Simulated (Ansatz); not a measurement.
## ZrB2 in Ansatz: the effect of target pressure

The system is ZrB2.

```
CELL_PARAMETERS angstrom
3.17000 0.00000 0.00000
-1.58500 2.74530 0.00000
0.00000 0.00000 3.53300
ATOMIC_POSITIONS crystal
Zr 0.00000 0.00000 0.00000
B 0.66667 0.33333 0.50000
B 0.33333 0.66667 0.50000
```

Alike in all runs:

| Property | Result |
| --- | --- |
| Program | Ansatz 0.2.0 |
| Task | relaxation of cell and atoms |
| Functional | PBEsol |
| Potentials or basis | all-electron LAPW, scalar-relativistic |
| Basis error allowed | 0.002 eV/atom |
| k mesh | 10 × 10 × 8 |
| Occupations | fermi-dirac, width 0.05 eV |
| Spin | no spin polarisation |

Each run relaxes the cell or the atoms first.

```csv
target pressure,relaxed volume (Å³/atom)
0 GPa,?
5 GPa,9.89
10 GPa,9.71
20 GPa,9.40
30 GPa,9.13
```

Q: What does the run with target pressure 0 GPa give?

A: Relaxed volume 10.08 Å³/atom.

Worked out: In Murnaghan's law V^(-B') rises as a straight line in P. The other rows fit best with B' = 4.0, V0 = 10.08 Å³/atom and B0 = 246 GPa, which gives 10.08 Å³/atom at 0 GPa, against the run's 10.08.
